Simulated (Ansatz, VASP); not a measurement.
Ga: VASP beside Ansatz

```
CELL_PARAMETERS angstrom
2.71648 0.00000 0.00000
0.00000 2.71648 0.00000
0.00000 0.00000 2.71648
ATOMIC_POSITIONS crystal
Ga 0.00000 0.00000 0.00000
```

The cell was built by a generator and needn't be a form met in nature.

Alike in both runs: task single point; functional PBE; k mesh 10 × 10 × 10; occupations fermi-dirac, width 0.05 eV; no spin polarisation.

|  | VASP | Ansatz |
| --- | --- | --- |
| version | VASP 6.6.1 | Ansatz 0.2.0 |
| potentials or method | VASP PAW PBE potentials, release 64 (Ga_d) | Ansatz PAW soft_1 |
| plane-wave cutoff (eV) | 520 | 420 |
| valence electrons in the cell | 13 | 13 |

```tsv
	VASP	Ansatz	Ansatz less VASP
gap on the k mesh at the Fermi level (eV)	none	none	-
pressure (GPa)	0.3	0.2	-0.11
```

A gap of «none» marks a metal or a gap that the smearing closes.
